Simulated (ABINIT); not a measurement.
Runs of ABINIT 10.8.3 (patched build) on C. The structure is hexagonal, space group P6_3/mmc (No. 194). The conventional cell has a = 2.522 Å, b = 2.522 Å, c = 12.356 Å, α = 90.00°, β = 90.00°, γ = 120.00°. C (site symmetry 3m) is surrounded by 4 C at 1.54 Å. Around C (site symmetry 3m) lie 4 C at 1.54 Å. C (site symmetry 3m) has 4 C at 1.54 Å as nearest neighbours. This is a hexagonal form of diamond, not graphite.

```csv
level,potentials or basis,k mesh,gap on the mesh (eV),pressure (GPa),largest force (eV/Å)
PBE,JTH PAW PBE v2.0,10 × 10 × 2,4.37,1.6,0.33
LDA,JTH PAW LDA v2.0,7 × 7 × 2,4.38,-13.5,0.34
PBEsol,JTH PAW PBE v2.0,7 × 7 × 2,4.27,-5.0,0.34
LDA,JTH PAW LDA v2.0,10 × 10 × 2,(a),-13.5,0.34
PBE,JTH PAW PBE v2.0,7 × 7 × 2,(b),1.6,0.33
```

Alike in all rows: task single point; no spin polarisation; cell as given; cutoff (eV) 544; smearing fermi-dirac 0.05 eV.

Problem. Fill in the values left out.

Solution. (a) 4.34; (b) 4.41.

Caveats: the atomic spheres overlap; an odd mesh through Γ misses points on the zone boundary, where band edges often lie (some runs); the PAW data sets were made with another functional, which shifts forces and pressure a little (some runs).
